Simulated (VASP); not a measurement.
A run of VASP 6.6.1:

POSCAR

```
Rb
1.0
    0.0000000000      3.5768493009      3.5768493009
    3.5768493009      0.0000000000      3.5768493009
    3.5768493009      3.5768493009      0.0000000000
Rb
1
Direct
    0.0000000000      0.0000000000      0.0000000000
```

INCAR.step1

```
PREC = Accurate
ENCUT = 520
EDIFF = 1E-7
ISMEAR = 0
SIGMA = 0.05
LREAL = False
LASPH = True
NELM = 60
ALGO = Fast
ISIF = 2
LWAVE = False
LCHARG = True
GGA = PE
NBANDS = 10
```

KPOINTS.step1

```
Automatic mesh
0
Gamma
  10 10 10
```

File INCAR.step2:

```
PREC = Accurate
ENCUT = 520
EDIFF = 1E-7
ISMEAR = -5
SIGMA = 0.05
LREAL = False
LASPH = True
NELM = 60
ALGO = Fast
ISIF = 2
LWAVE = False
LCHARG = False
GGA = PE
LORBIT = 10
NEDOS = 2001
ICHARG = 11
```

KPOINTS.step2

```
Automatic mesh
0
Gamma
  15 15 15
```

Potentials or basis: VASP PAW PBE potentials, release 64 (Rb_sv).

Run with:

```sh
$ cat potpaw_PBE.64/Rb_sv/POTCAR > POTCAR
$ cp INCAR.step1 INCAR
$ cp KPOINTS.step1 KPOINTS
$ mpirun -np 1 vasp_std > vasp.out
$ cp INCAR.step2 INCAR
$ cp KPOINTS.step2 KPOINTS
$ mpirun -np 1 vasp_std > vasp.out
```

Hardware: 1 thread of Intel(R) Xeon(R) Platinum 8488C (Sapphire Rapids), with other jobs on the host.

Problem. Estimate the wall time of this run.

Solution. Run time: 71 s on 1 thread of Intel(R) Xeon(R) Platinum 8488C (Sapphire Rapids), on a shared host, peak memory 0.27 GiB. Counts: scf iterations 10, k points 120.
